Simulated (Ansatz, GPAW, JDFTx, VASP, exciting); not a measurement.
One calculation of Bi, 5 ways

```
Bi
1.0
     2.26750    1.30914    3.93800
    -2.26750    1.30914    3.93800
     0.00000   -2.61828    3.93800
Bi
2
Direct
  0.76600 0.76600 0.76600
  0.23400 0.23400 0.23400
```

Alike in all runs: task single point; functional LDA; k mesh 7 × 7 × 7; occupations gaussian, width 0.02 eV; no spin polarisation; no spin-orbit coupling. LDA stands for any of its common fits. Pressure is positive in compression and, in plane waves, holds the error of the finite cutoff.

```tsv
program and potentials	plane-wave cutoff (eV)	notes	pressure (GPa)	largest force (eV/Å)
exciting, all-electron LAPW+lo, shipped species files, valence relativity iora*	-	-	-	0.054
Ansatz, all-electron LAPW, scalar-relativistic	-	-	-1.57	0.047
JDFTx, PseudoDojo-SR-LDA-0.4.1-standard with smoothed tails	952	15 valence electrons an atom on average	-1.55	0.059
VASP, LDA PAW files Bi, 500 eV	500	5 valence electrons an atom on average	-1.42	0.090
GPAW, the program's PAW data sets (release 1.2.1) made for this functional	600	15 valence electrons an atom on average	-1.71	0.033
```

Force on atom 1 (Bi), eV/Å:

| program and potentials | x | y | z |
| --- | --- | --- | --- |
| exciting, all-electron LAPW+lo, shipped species files, valence relativity iora* | 0.000 | 0.000 | -0.054 |
| Ansatz, all-electron LAPW, scalar-relativistic | 0.000 | 0.000 | -0.047 |
| JDFTx, PseudoDojo-SR-LDA-0.4.1-standard with smoothed tails | 0.000 | 0.000 | -0.059 |
| VASP, LDA PAW files Bi, 500 eV | 0.000 | 0.000 | -0.090 |
| GPAW, the program's PAW data sets (release 1.2.1) made for this functional | 0.000 | 0.000 | -0.033 |

The pressure spans -1.71 (GPAW, the program's PAW data sets (release 1.2.1) made for this functional) to -1.42 GPa (VASP, LDA PAW files Bi, 500 eV), with all-electron results at -1.57.

Differences between rows come from potentials, basis sets and numerical settings, since the functional is the same but for its coding. Runs on potential files found faulty are left out.
